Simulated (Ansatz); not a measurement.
Space group F-43m (No. 216). a = 5.389 Å, b = 5.389 Å, c = 5.389 Å, α = 90.00°, β = 90.00°, γ = 90.00°
```
atom site symmetry x y z
  Zn    4d      -43m  0.2500  0.2500  0.7500
   S    4a      -43m  0.0000  0.0000  0.0000
```

Equation of state of this ZnS structure (not necessarily the ground state), with shape and atoms relaxed at each volume where symmetry leaves them free. These are results of Ansatz 0.2.0, DFT r2SCAN, scalar-relativistic, plane waves, PAW, not measurements.

Plane waves to 500 eV, a k mesh through Γ of 8×8×8 on the computed 2-atom cell and Gaussian smearing (0.02 eV); no spin polarisation.

```
V (Å³/atom) E − E(largest V) (meV/atom) P (GPa) gap on mesh (eV)
     18.390                         3.76     5.57              2.99
     18.977                       -10.98     2.56              2.84
     19.564                       -15.56     0.00              2.70
     20.151                       -11.48    -2.18              2.57
     20.737                         0.00    -4.04              2.44
```

Problem. Fit a third-order Birch–Murnaghan equation to E(V).

Solution. V0 = 19.56 Å³/atom, B0 = 79 GPa, B0' = 4.3.

Cost: 5 runs of about 0.8 core-minutes in all, on AMD EPYC 7R43 (Zen 3) (shared hosts).